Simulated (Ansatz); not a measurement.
Runs of Ansatz 0.2.0 on KBr. The structure is cubic, space group Fm-3m (No. 225). Conventional cell: a = 6.600 Å, b = 6.600 Å, c = 6.600 Å, α = 90.00°, β = 90.00°, γ = 90.00°. Around Br (site symmetry m-3m) lie 6 K at 3.30 Å. K (site symmetry m-3m) has 6 Br at 3.30 Å as nearest neighbours. 

```tsv
task	level	potentials or basis	spin	cell	k mesh	cutoff (eV)	smearing	atoms under strain	points for each segment of the path	gap on the mesh (eV)	pressure (GPa)	V0 of scaled cells (Å³/atom)	B0 (GPa)
elastic constants	PBEsol	Ansatz PAW	off	as given	6 × 6 × 6	420	fixed	relaxed	-	(a)	-0.3	-	-
relaxation of cell and atoms	PBEsol	Ansatz PAW	off	relaxed	7 × 7 × 7	420	fermi-dirac 0.05 eV	-	-	(b)	0.0	-	-
band structure	BPBE	Ansatz PAW	off	as given	7 × 7 × 7	420	fermi-dirac 0.05 eV	-	14	(d)	1.1	-	-
Born charges and dielectric tensor	r2SCAN	Ansatz PAW	off	as given	7 × 7 × 7	500	fixed	-	-	5.08	-	-	-
equation of state	PBEsol	PseudoDojo PBEsol stringent	off	as given	7 × 7 × 7	1034	fermi-dirac 0.05 eV	-	-	-	-	35.10	15
band structure	revPBE	Ansatz PAW	off	as given	7 × 7 × 7	420	fermi-dirac 0.05 eV	-	14	4.72	1.9	-	-
equation of state	r2SCAN+D3(BJ)	Ansatz PAW	off	as given	7 × 7 × 7	500	fermi-dirac 0.05 eV	-	-	-	-	35.08	17
band structure	LDA	Ansatz PAW	SOC, no magnetisation	as given	7 × 7 × 7	420	fermi-dirac 0.05 eV	-	14	(c)	-1.6	-	-
```

Fill in the values left out.

(a) 4.28; (b) 4.34; (c) 3.87; (d) 4.59.

Caveats: the PAW data sets come from PBE, with cores solved anew for the run's functional, which leaves a small shift of forces and pressure (some runs); odd divisions of the mesh miss points on the zone boundary, where band edges often lie, so the gap on the mesh can be too wide (some runs); the plane-wave basis is chosen anew once the cell has moved, so the energies of steps on either side of that aren't comparable (some runs); the PAW data sets were made with another functional, which shifts forces and pressure a little (some runs).

A k mesh can miss the band edges, and rows without SOC leave out spin-orbit coupling on Br.

Runs at the PBE level aren't shown here.
